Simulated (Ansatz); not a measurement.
# SnO2: the cost of one run

Program: Ansatz 0.2.0. Level of theory: DFT LDA, scalar-relativistic, plane waves, PAW. These are calculated values, not measurements.

9 further runs of the same task are left out: 9 set aside as unsound or not needed. Runs told in other sessions of the task aren't counted.

**1. The structure to begin with**

Symmetry: P4_2/mnm, No. 136, tetragonal system. The conventional cell has a = 4.720 Å, b = 4.720 Å, c = 3.189 Å, α = 90.00°, β = 90.00°, γ = 90.00°. Around Sn (site symmetry mmm) lie 6 O at 2.04 to 2.05 Å. O (site symmetry m2m) has 3 Sn at 2.04 to 2.05 Å in its first shell of neighbours.

Structure file:

```
CELL_PARAMETERS angstrom
4.72013 0.00000 0.00000
0.00000 4.72063 0.00000
0.00000 0.00000 3.18882
ATOMIC_POSITIONS crystal
Sn 0.50000 0.50000 0.50000
Sn 0.00000 0.00000 0.00000
O 0.30599 0.30617 0.00000
O 0.80599 0.19383 0.50000
O 0.19401 0.80617 0.50000
O 0.69401 0.69383 0.00000
```

It goes back to an entry of the Materials Project, which need not be the stable form.

It is the result of an earlier relaxation at this level (volume 11.84 Å³/atom; gap on the mesh: 1.18 eV).

**2. What is varied**

The energy is mapped over two normal modes frozen in (zone-centre modes of the cell shown).

The axes are (1) amplitude of mode 4 (103 cm⁻¹), largest displacement: 7 values from −0.27 Å; (2) amplitude of mode 7 (224 cm⁻¹), largest displacement: 7 values from −0.174 Å.

Nothing else is relaxed (the cell and all other modes fixed). Energies count from the relaxed high-symmetry cell. Points are written as (first, second).

The modes come from a phonon run on the reference cell, made beforehand.

The patterns, per unit of each coordinate (Å):

```
atom      x1      y1     z1      x2      y2     z2
 Sn1   0.000   0.000  0.000   0.176   0.204  0.000
 Sn2   0.000   0.000  0.000  -0.177   0.204  0.000
  O3   0.707  -0.707  0.000   0.653  -0.757  0.000
  O4   0.707   0.707  0.000  -0.652  -0.756  0.000
  O5  -0.707  -0.707  0.000  -0.652  -0.756  0.000
  O6  -0.707   0.707  0.000   0.653  -0.757  0.000
```

**3. The run at (0.09 Å, −0.174 Å)**

File input.yaml:

```yaml
crystal:
  lattice:
    - [4.7201335122, 0.0, 0.0]
    - [0.0, 4.7206343096, 0.0]
    - [0.0, 0.0, 3.1888226875]
  atoms:
    - { symbol: Sn, position: [0.4934944068, 0.4924863052, 0.5] }
    - { symbol: Sn, position: [0.0065189374, -0.0075252158, 0.0] }
    - { symbol: O, position: [0.2953604978, 0.3206493444, 0.0] }
    - { symbol: O, position: [0.8434497173, 0.2351438013, 0.5] }
    - { symbol: O, position: [0.2045899962, 0.8206067314, 0.5] }
    - { symbol: O, position: [0.6565007767, 0.7351864143, 0.0] }
basis:
  ecutwfc: 520.0
kpoints:
  mp_grid: { grid: [6, 6, 8] }
hamiltonian:
  xc: lda
  pseudopotentials: { kind: paw, azcp: { folder: soft_1 } }
scf:
  occupations: { method: gaussian, width: 0.05 }
output:
  forces: true
  stress: true
  eigenvalues: true
```

Launch:

```console
> ansatz run input.yaml --threads 2 --pin off --max-ram 4096MiB --backend cpu --events-out ev --progress --plain --runs-dir out
```

**Question.** How long does this run take on 2 threads of Intel Xeon Platinum 8375C at 2.90GHz (Ice Lake), shared host, and how much memory does it need?

About 14 s, with a peak of 0.53 GiB.
